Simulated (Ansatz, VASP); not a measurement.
SiC in VASP and in Ansatz

```
CELL_PARAMETERS angstrom
4.91394 0.00000 0.00000
-2.45697 4.25560 0.00000
0.00000 0.00000 2.99521
ATOMIC_POSITIONS crystal
Si 0.61476 0.00000 0.66667
Si 0.00000 0.61476 0.33333
Si 0.38524 0.38524 0.00000
C 0.37224 0.00000 0.16667
C 0.00000 0.37224 0.83333
C 0.62776 0.62776 0.50000
```

The cell was built by a generator and needn't be a form met in nature.

Alike in both runs: task single point; functional PBE; k mesh 6 × 6 × 10; occupations gaussian, width 0.02 eV; no spin polarisation.

```csv
,VASP,Ansatz
version,VASP 6.6.1,Ansatz 0.2.0
potentials or method,"VASP PAW PBE potentials, release 64 (Si, C)","scalar-relativistic, plane waves, PAW"
plane-wave cutoff (eV),520,420
valence electrons in the cell,24,24
```

|  | VASP | Ansatz | Ansatz less VASP |
| --- | --- | --- | --- |
| gap on the k mesh at the Fermi level (eV) | 1.21 | 1.21 | +0.007 |
| least direct gap on the mesh (eV) | 2.98 | 2.98 | +0.004 |
| pressure (GPa) | 0.0 | 0.0 | 0.00 |
| largest component of the traceless stress (GPa) | 0.07 | 0.01 | -0.067 |

A k mesh can miss the band edges.
